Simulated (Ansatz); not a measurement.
Runs of Ansatz 0.2.0 on Sc. Symmetry: P6_3/mmc, No. 194, hexagonal system. The conventional cell has a = 3.309 Å, b = 3.309 Å, c = 5.273 Å, α = 90.00°, β = 90.00°, γ = 120.00°. Around Sc (site symmetry -6m2) lie 12 Sc at 3.26 to 3.31 Å. 

```csv
task,level,potentials or basis,spin,U,k mesh,cutoff (eV),smearing,points for each segment of the path,hubbard projectors,double counting,mesh quality,gap on the mesh (eV),pressure (GPa),V0 of scaled cells (Å³/atom),B0 (GPa)
equation of state,r2SCAN,Ansatz PAW,off,-,9 × 9 × 5,500,fermi-dirac 0.05 eV,-,-,-,not flagged,-,-,24.97,55
equation of state,PBEsol,Ansatz PAW,off,-,9 × 9 × 5,420,fermi-dirac 0.05 eV,-,-,-,not flagged,-,-,23.69,57
band structure,PBEsol+U,Ansatz PAW,off,Sc d U = 4.3 eV,9 × 9 × 5,420,fermi-dirac 0.05 eV,14,ortho-atomic (the default),fll (the default),not flagged,none,5.0,-,-
atomic charges,LDA+D3(BJ),Ansatz PAW,off,-,9 × 9 × 5,420,fermi-dirac 0.05 eV,-,-,-,not flagged,none,-7.8,-,-
equation of state,PBE,Ansatz PAW soft_1,off,-,9 × 9 × 5,420,fermi-dirac 0.05 eV,-,-,-,not flagged,-,-,24.69,54
density of states,BLYP,Ansatz PAW earlier set,off,-,9 × 9 × 5,920,fermi-dirac 0.05 eV,-,-,-,not flagged,none,(b),-,-
single point,RPBE,Ansatz PAW,off,-,9 × 9 × 5,420,gaussian 0.05 eV,-,-,-,not flagged,none,(a),-,-
equation of state,PBE,Ansatz PAW,off,-,9 × 9 × 5,420,fermi-dirac 0.05 eV,-,-,-,not flagged,-,-,24.69,54
electrostatic potential,LDA,SSSP efficiency PAW,"collinear, antiferromagnetic start",-,9 × 9 × 5,1225,tetrahedron,-,-,-,not flagged,none,-5.3,-,-
single point,PBEsol0,Ansatz PAW,off,-,5 × 5 × 3,420,methfessel-paxton 0.2 eV,-,-,-,coarse,none,-,-,-
equation of state,PBEsol,JTH PAW,off,-,9 × 9 × 5,1350,fermi-dirac 0.05 eV,-,-,-,not flagged,-,-,23.70,57
density of states,PBEsol+D4,SSSP precision PAW,off,-,9 × 9 × 5,1225,cold 0.1 eV,-,-,-,not flagged,none,(c),-,-
```

Alike in all rows: cell as given.

**Question.** Estimate the missing entries.

**Answer.** (a) 1.3; (b) 0.1; (c) -3.8.

Caveats: some runs use coarse meshes; the PAW data sets come from PBE, with cores solved anew for the run's functional, which leaves a small shift of forces and pressure (some runs); the cell was scaled at fixed shape and fractional positions, which overstates the stiffness of a crystal with free parameters, most of all of layers and chains (some runs); pairwise dispersion overbinds metals, which lowers pressure and volume (some runs); the potentials were made for another functional, which shifts forces and pressure (some runs); the density of states is complete only up to the lowest level of the last band computed (some runs); U without spin polarisation on a metal has little footing (some runs); the U is typed as a test and isn't derived for this compound (some runs).

A k mesh can miss the band edges.

A gap of «none» marks a metal or a gap under the smearing width.

Not every run made on this cell is shown here.
